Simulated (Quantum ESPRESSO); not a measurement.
Runs of Quantum ESPRESSO 7.5 on Mg. The typed cell holds 1 atom: a = 3.090 Å, b = 3.223 Å, c = 3.190 Å, α = 105.99°, β = 102.57°, γ = 124.14°. This isn't the form of Mg at room conditions, which is hcp.

```csv
task,level,potentials or basis,cell,k mesh,cutoff (eV),smearing,form of the LDA correlation,most ionic steps,forc conv thr,etot conv thr,ion dynamics,mesh quality,gap on the mesh (eV),pressure (GPa)
real-space fields,LDA,GBRV 1.5 LDA,as given,12 × 11 × 10,612,cold 0.2 eV,PZ81,-,-,-,-,not flagged,none,(a)
relaxation of cell and atoms,BP86+D3(BJ),SPMS 1.0 PBE,relaxed to 0.3 kbar,7 × 6 × 6,952,cold 0.2 eV,-,40,0.0004 Ry/bohr,1e-05 Ry,bfgs,coarse,none,0.0
single point,OLYP,JTH 2.0 LDA,as given,12 × 11 × 10,490,fermi-dirac 0.136 eV,-,-,-,-,-,not flagged,none,3.5
relaxation of cell and atoms,LDA,PseudoDojo 0.4.1 SR LDA stringent,relaxed,5 × 5 × 4,1143,methfessel-paxton 0.2 eV,PW92,-,-,-,-,coarse,none,0.0
```

Alike in all rows: no spin polarisation.

Question: Fill in the values left out.

Answer: (a) 0.3.

Caveats: some runs use coarse meshes; the potentials were made for another functional, which shifts forces and pressure (some runs); pairwise dispersion overbinds metals, which lowers pressure and volume (some runs); the cutoff is low for these files, which shifts pressure and relaxed volume (some runs).

A gap of «none» marks a metal or a gap under the smearing width.

Runs at the PBE level aren't shown here.
